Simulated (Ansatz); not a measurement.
Relaxed-ion elastic tensor of GeO₂ in space group P3_121 (No. 152; Ge on 3a, O on 6c) in GPa (Voigt order), the program Ansatz at the PBEsol level (PAW); density 4.25 g/cm³, 13.64 Å³ per atom.

```
55.8  21.7  23.1   0.1   0.0   0.0
21.7  55.8  23.1  -0.1   0.0   0.0
23.1  23.1   102   0.0   0.0   0.0
 0.1  -0.1   0.0  30.8   0.0   0.0
 0.0   0.0   0.0   0.0  30.8   0.1
 0.0   0.0   0.0   0.0   0.1  17.0
```

Q: Is the crystal mechanically stable?

A: Yes: the smallest eigenvalue of C is 17.0 GPa.

Q: Work out the Voigt, Reuss and Hill averages.

A: K_V = 38.8, K_R = 36.1, K_H = 37.5; G_V = 25.4, G_R = 23.1, G_H = 24.3 GPa.

Q: Give Young's modulus, Poisson's ratio, Pugh's ratio and the universal anisotropy index.

A: E = 9KG/(3K + G) = 59.9 GPa; ν = 0.23; K/G = 1.54 (brittle by the Pugh limit of 1.75); A_U = 5G_V/G_R + K_V/K_R − 6 = 0.58.

Q: Estimate the sound speeds and the Debye temperature.

A: v_l = √((K + 4G/3)/ρ) = 4050 m/s, v_t = √(G/ρ) = 2390 m/s, mean 2650 m/s; Θ = (h/k)(3n/4πV)^(1/3) v_m = 330 K.

Q: Solve the Christoffel equation for the three sound speeds along x, y, z.

A: Eigenvalues of C_ijkl n_j n_l equal ρv² (piezoelectric stiffening left out). In km/s, slowest first: x 2.00, 2.69, 3.62; y 2.00, 2.69, 3.62; z 2.69, 2.69, 4.90.

Q: How much does each axis shrink under pressure?

A: Linear compressibilities β_i = Σ_j S_ij (j = 1 to 3): x 12, y 12, z 4.6 per TPa.

The cell was relaxed with PBEsol under the symmetry of its start; of distortions, only those at the zone centre were tested.

Potentials: the later of the program's two PAW sets.
